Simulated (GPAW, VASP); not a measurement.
Given: the input of a run of GPAW 26.7.0 (ASE script) on CuCl2. Measurements of this composition are mostly on another form, of space group No. 12.

The input run.py:

```python
from ase.dft.bandgap import bandgap
from ase.io import read, write
from ase.units import GPa
from gpaw import GPAW, PW

atoms = read('POSCAR')

calc = GPAW(mode=PW(600),
            xc='LDA',
            kpts={'size': (8, 8, 8), 'gamma': True},
            occupations={'name': 'methfessel-paxton', 'order': 0, 'width': 0.1},
            nbands=25,
            convergence={'density': 1e-05, 'energy': 1e-05},
            maxiter=150,
            txt='gpaw.txt')
atoms.calc = calc
energy = atoms.get_potential_energy()
forces = atoms.get_forces()
stress = atoms.get_stress()
calc.write('gs.gpw')
write('result.traj', atoms)
print(f'Energy: {energy:.6f} eV')
print('Forces (eV/A):')
print(forces.round(4))
print('Stress (GPa):', (stress / GPa).round(3))
print('Fermi level:', round(calc.get_fermi_level(), 4), 'eV')
print(f'Gap: {bandgap(calc)[0]:.4f} eV, direct: {bandgap(calc, direct=True)[0]:.4f} eV')
```

The input POSCAR:

```
CuCl2
1.0
   -2.2548590000      2.2548590000      6.8599030000
    2.2548590000     -2.2548590000      6.8599030000
    2.2548590000      2.2548590000     -6.8599030000
Cu Cl
1 2
Direct
    0.0000000000      0.0000000000      0.0000000000
    0.0000000000      0.5000000000      0.5000000000
    0.5000000000      0.0000000000      0.5000000000
```

Potentials or basis: the program's PAW data sets (release 1.2.1) made for this functional, pw.

Command:

```bash
$ OMP_NUM_THREADS=1 python run.py
```

Q: Set up the same calculation for VASP 6.6.1. Potentials or basis there: LDA PAW files Cl, Cu, 500 eV.

A: As run (cutoffs and basis follow the program's own potentials, and thresholds, step limits or extra output files can differ):

Contents of INCAR:

```
SYSTEM = CuCl2
ALGO = Normal
EDIFF = 1E-6
ENCUT = 500
ISIF = 2
ISMEAR = 0
LASPH = .TRUE.
LCHARG = .FALSE.
LREAL = .FALSE.
LWAVE = .FALSE.
NELM = 80
PREC = Accurate
SIGMA = 0.1
```

Contents of KPOINTS:

```
k-points
0
G
  8 8 8
  0 0 0
```

The input POSCAR:

```
CuCl2
1.0
   -2.2548590000      2.2548590000      6.8599030000
    2.2548590000     -2.2548590000      6.8599030000
    2.2548590000      2.2548590000     -6.8599030000
Cu Cl
1 2
Direct
    0.0000000000      0.0000000000      0.0000000000
    0.0000000000      0.5000000000      0.5000000000
    0.5000000000      0.0000000000      0.5000000000
```

Potentials or basis: VASP PAW LDA potentials, release 64 (Cu, Cl).

Run with:

```console
$ cat potpaw_LDA.64/Cu/POTCAR potpaw_LDA.64/Cl/POTCAR > POTCAR
$ mpirun -np 1 vasp_std > vasp.out
```

Both were run:

|  | GPAW | VASP |
| --- | --- | --- |
| Pressure | -1.8 GPa | -1.9 GPa |

The two programs' LDA may be different fits to the electron gas.

Pressure is positive in compression.
